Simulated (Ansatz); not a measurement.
# Relaxing HgTe in the wurtzite type

First guess:

```xyz
4
Lattice="4.5559 0.0000 0.0000 -2.2779 3.9455 0.0000 0.0000 0.0000 7.4260" Properties=species:S:1:pos:R:3 pbc="T T T"
Hg    0.0000    2.6303    0.0000
Hg    2.2779    1.3152    3.7130
Te    0.0000    2.6303    2.7922
Te    2.2779    1.3152    6.5052
```

All numbers below come from Ansatz 0.2.0, DFT, PBE, PAW with Ansatz's default frozen-core files, scalar-relativistic.

Cell and atoms relax within the symmetry of the start on a 10×10×6 k mesh with 0.03 eV Fermi–Dirac smearing.

The start is built from a prototype, known or not as a phase of this compound; the cutoff is 420 eV.

Spin–orbit coupling is left out, though it moves levels of the heavy atoms by tenths of an eV or more.

Question: What is the pressure of the first guess?

Answer: 4.31 GPa.

Question: What does it relax to?

Answer: a = 4.697 Å, b = 4.697 Å, c = 7.711 Å, α = 90.00°, β = 90.00°, γ = 120.00° (conventional cell), 36.83 Å³ per atom:
```
CELL_PARAMETERS angstrom
4.69716 0.00000 0.00000
-2.34858 4.06786 0.00000
0.00000 0.00000 7.71100
ATOMIC_POSITIONS crystal
Hg 0.33333 0.66667 0.00061
Hg 0.66667 0.33333 0.50061
Te 0.33333 0.66667 0.37539
Te 0.66667 0.33333 0.87539
```

Question: How much energy does the relaxation release?

Answer: 42 meV/atom.
